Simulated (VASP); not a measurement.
Here is a VASP 6.6.1 calculation.

File INCAR:

```
SYSTEM = CdSe
  PREC = Accurate
  ENCUT = 520
  EDIFF = 1E-6
  ISMEAR = -1
  SIGMA = 0.02
  LREAL = .False.
  LASPH = .True.
  NELM = 60
  ALGO = Normal
  ISIF = 2
  LWAVE = .False.
  LCHARG = .True.
  GGA = CA
  LVHAR = .True.
  KPAR = 4
```

Contents of KPOINTS:

```
Automatic mesh
0
Gamma
  6 6 3
  0 0 0
```

File POSCAR:

```
CdSe
1.0
    4.3000000000      0.0000000000      0.0000000000
   -2.1500000000      3.7239092363      0.0000000000
    0.0000000000      0.0000000000      7.0200000000
Cd Se
2 2
Direct
    0.3333333333      0.6666666667      0.0000000000
    0.6666666667      0.3333333333      0.5000000000
    0.3333333333      0.6666666667      0.3850000000
    0.6666666667      0.3333333333      0.8850000000
```

Potentials or basis: VASP PAW LDA potentials, release 64 (Cd, Se).

Command:

```sh
$ cat potpaw_LDA.64/Cd/POTCAR potpaw_LDA.64/Se/POTCAR > POTCAR
$ mpirun -np 4 vasp_std > vasp.out
```

(1) Predict the pressure.

(2) Estimate the band gap on the k mesh.

(3) Predict the largest force.

Results:

(1) -1.4 GPa.

(2) 0.46 eV, direct.

(3) 0.266 eV/Å.

**Experimental background.**

A printed reference work, data compilation reports, for a bulk crystal of CdSe at 2 K: band gap 1.841 eV.

Against the measured gap of CdSe, 1.841 eV (2 K; a printed reference work, data compilation), the calculated 0.46 eV is off by -1.38 eV. So large a miss can be the level of theory's own, or it may mean another phase, state or a wrong row. Spin-orbit coupling on Cd, Se is left out. The value is that of LDA, without temperature or zero-point motion. Semilocal functionals fall short of measured gaps as a rule.
